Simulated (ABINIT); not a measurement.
Crystal: WC (Qusongite).

```
W C
1.0
     2.90650    0.00000    0.00000
    -1.45325    2.51710    0.00000
     0.00000    0.00000    2.83660
W C
1 1
Direct
  0.00000 0.00000 0.00000
  0.66667 0.33333 0.50000
```

Program: ABINIT 10.8.3 (patched build). Alike in all runs: task band structure; cell as given; k mesh 10 × 10 × 9; smearing fermi-dirac 0.05 eV.

Problem. Order these runs on this cell by their pressure, lowest first.
A. level LDA; potentials or basis PseudoDojo NC SR LDA v0.4.1 standard; spin off; cutoff (eV) 1116
B. level PBE; potentials or basis JTH PAW PBE v2.0; spin SOC, no magnetisation; cutoff (eV) 517; fine-grid cutoff 1034.03 eV
C. level PBEsol; potentials or basis JTH PAW PBE v2.0; spin SOC, no magnetisation; cutoff (eV) 517; fine-grid cutoff 1034.03 eV

Solution. A (-10.5 GPa), C (-1.8 GPa), B (6.9 GPa).

Caveats: the PAW data sets were made with another functional, which shifts forces and pressure a little (some runs).
